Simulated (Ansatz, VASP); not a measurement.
**One calculation of I, two programs**

```
I
1.0
     2.23693   -1.29149    3.65981
     0.00000    2.58298    3.65981
    -2.23693   -1.29149    3.65981
I
2
Direct
  0.25000 0.25000 0.25000
  0.75000 0.75000 0.75000
```

Alike in both runs: functional PBE; k mesh 11 × 11 × 11; occupations fermi-dirac, width 0.1 eV; no spin polarisation.

Ansatz relaxed the structure, and its values are those at the end. VASP's run is a single point on that final structure, the one shown.

|  | VASP | Ansatz |
| --- | --- | --- |
| version | VASP 6.6.1 | Ansatz 0.2.0 |
| potentials or method | VASP PAW PBE potentials, release 64 (I) | PAW with Ansatz's default frozen-core files, scalar-relativistic |
| plane-wave cutoff (eV) | 520 | 420 |
| valence electrons in the cell | 14 | 34 |

```tsv
	VASP	Ansatz	Ansatz less VASP
pressure (GPa)	12.6	12.6	+0.04
```

With one functional, cell and mesh, what is left measures potentials, basis and numerics. The two sets of potentials don't hold the same shells in valence. Ansatz warned: «structure_snapped_to_symmetry».

Spin-orbit coupling is left out, which matters for the levels of I.
